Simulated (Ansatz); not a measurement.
Q: Write an Ansatz input for a single-point calculation of Rb with PBE (scalar-relativistic), a cutoff of 420 eV (density cutoff 4 times that), a Γ-centred 10×10×10 mesh and Gaussian smearing of 0.05 eV, without spin polarisation. Forces, stress and eigenvalues are wanted. The structure:
```
CELL_PARAMETERS angstrom
0.0000000000 3.5214788036 3.5214788036
3.5214788036 0.0000000000 3.5214788036
3.5214788036 3.5214788036 0.0000000000
ATOMIC_POSITIONS crystal
Rb 0.0000000000 0.0000000000 0.0000000000
```

A: 
```yaml
crystal:
  lattice:
    - [0.0, 3.5214788036, 3.5214788036]
    - [3.5214788036, 0.0, 3.5214788036]
    - [3.5214788036, 3.5214788036, 0.0]
  atoms:
    - { symbol: Rb, position: [0.0, 0.0, 0.0] }
basis:
  ecutwfc: 420
  ecutrho_ratio: 4
kpoints:
  mp_grid: { grid: [10, 10, 10] }
hamiltonian:
  xc: pbe
scf:
  occupations: { method: gaussian, width: 0.05 }
output:
  forces: true
  stress: true
  eigenvalues: true
```

Run as written, it has 9 valence electrons, 1687 plane waves at Γ, 48 symmetry operations and 47 irreducible k-points; it took 7 SCF iterations in all. 

At room temperature and ambient pressure Rb is bcc.
